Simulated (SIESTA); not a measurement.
The system is HgTe (Coloradoite).

```
Hg Te
1.0
     0.00000    3.21450    3.21450
     3.21450    0.00000    3.21450
     3.21450    3.21450    0.00000
Hg Te
1 1
Direct
  0.00000 0.00000 0.00000
  0.75000 0.75000 0.75000
```

Base run:

| Item | Value |
| --- | --- |
| Program | SIESTA 5.4.2 |
| Functional | BLYP |
| Potentials or basis | PseudoDojo 0.4 standard (PBE files) |
| Basis | DZP (energy shift 0.003 Ry; two zetas on semicore shells) |
| Grid cutoff | 800 Ry |
| Energy shift | 0.003 Ry |
| k mesh | 7 × 7 × 7 |
| Occupations | fermi-dirac, width 0.05 eV |
| Spin | no spin polarisation |

Its results: band gap on the k mesh none (metal or under the smearing width); pressure 8.6 GPa.

Q: The run is repeated on the same cell with these changes: functional from BLYP to vdW-DF-cx. What comes out?

A: Band gap on the k mesh none (metal or under the smearing width); pressure 3.2 GPa.

Caveats: short orbitals over semicore shells can move pressures by several GPa; the valence orbitals were made in a potential fitted to the semicore shell under them, which widens gaps by tenths of an eV or more; the potentials were made for another functional, which shifts forces and pressure; spin-orbit coupling is left out, which moves the levels of the heavy elements; the basis of atomic orbitals isn't converged, which shifts pressures, moduli and gaps.
